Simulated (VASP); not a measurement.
Here is a VASP 6.6.1 calculation.

Contents of INCAR:

```
PREC = Accurate
ENCUT = 600
EDIFF = 1E-7
ISMEAR = 0
SIGMA = 0.03
LREAL = False
LASPH = True
NELM = 80
ALGO = Normal
ISIF = 3
LWAVE = False
LCHARG = False
GGA = PE
IBRION = 2
NSW = 90
EDIFFG = -0.005
KPAR = 2
```

The input KPOINTS:

```
Automatic mesh
0
Gamma
  10 10 10
```

The input POSCAR:

```
Li2O                                    
1.0
    0.0000000000      2.3104246020      2.3104246020
    2.3104246020     -0.0000000000      2.3104246020
    2.3104246020      2.3104246020      0.0000000000
  Li              O             
     2     1
Direct
     0.2500000000000000    0.2500000000000000    0.2500000000000000
     0.7500000000000000    0.7500000000000000    0.7500000000000000
     0.0000000000000000    0.0000000000000000    0.0000000000000000
```

Potentials or basis: VASP PAW PBE potentials, release 64 (Li_sv, O).

Launch:

```console
$ cat potpaw_PBE.64/Li_sv/POTCAR potpaw_PBE.64/O/POTCAR > POTCAR
$ mpirun -np 2 vasp_std > vasp.out
```

(1) What does it give for the band gap on the k mesh?

Results:

(1) 4.97 eV, indirect (least direct gap 5.27 eV).

Caveat: the relaxation stopped at its first step, so nothing moved.
